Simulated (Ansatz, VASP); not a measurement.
One calculation of Si, two programs

INCAR

```
SYSTEM = Si
PREC     = Accurate       ! precision mode
ENCUT    = 520            ! plane-wave cutoff, eV
EDIFF    = 1E-7           ! SCF threshold, eV
ISMEAR   = 0              ! smearing method
SIGMA    = 0.01           ! smearing width, eV
LREAL    = .False.        ! projectors in reciprocal space
LASPH    = .True.         ! aspherical terms in the spheres
NELM     = 100            ! most SCF steps
ALGO     = Normal         ! electronic algorithm
ISIF     = 2              ! what is computed and relaxed
LWAVE    = .False.        ! write WAVECAR
LCHARG   = .False.        ! write CHGCAR
GGA      = PE             ! functional
NBANDS   = 11             ! bands
```

Contents of KPOINTS:

```
Automatic mesh
0
Gamma
  2 2 2
  0 0 0
```

POSCAR

```
Si
1.0
    0.0000000000      2.7221188962      2.7221188962
    2.7221188962      0.0000000000      2.7221188962
    2.7221188962      2.7221188962      0.0000000000
Si
2
Direct
    0.0000000000      0.0000000000      0.0000000000
    0.2500000000      0.2500000000      0.2500000000
```

Input for Ansatz:

```yaml
crystal:
  lattice:
    - [0.0, 2.7221188962, 2.7221188962]
    - [2.7221188962, 0.0, 2.7221188962]
    - [2.7221188962, 2.7221188962, 0.0]
  atoms:
    - { symbol: Si, position: [0.0, 0.0, 0.0] }
    - { symbol: Si, position: [0.25, 0.25, 0.25] }
kpoints:
  mp_grid: { grid: [2, 2, 2] }
hamiltonian:
  xc: pbe
scf:
  occupations: { method: fixed }
  n_extra_bands: 4
output:
  forces: true
  stress: true
  eigenvalues: true
```

Alike in both runs: task single point; functional PBE; k mesh 2 × 2 × 2; no spin polarisation.

```csv
,VASP,Ansatz
version,VASP 6.6.1,Ansatz 0.2.0
potentials or method,"VASP PAW PBE potentials, release 64 (Si)",plane waves
plane-wave cutoff (eV),520,420
occupations,"gaussian, width 0.01 eV",fixed
valence electrons in the cell,8,8
```

```tsv
	VASP	Ansatz	Ansatz less VASP
gap on the k mesh at the Fermi level (eV)	0.61	0.61	-0.001
pressure (GPa)	9.0	9.0	+0.08
```

Caveats: the k mesh is coarse (spacing up to 1.00 Å⁻¹), so the values aren't converged. A k mesh can miss the band edges. A hybrid or GW would open this gap; PBE tends to underestimate it.
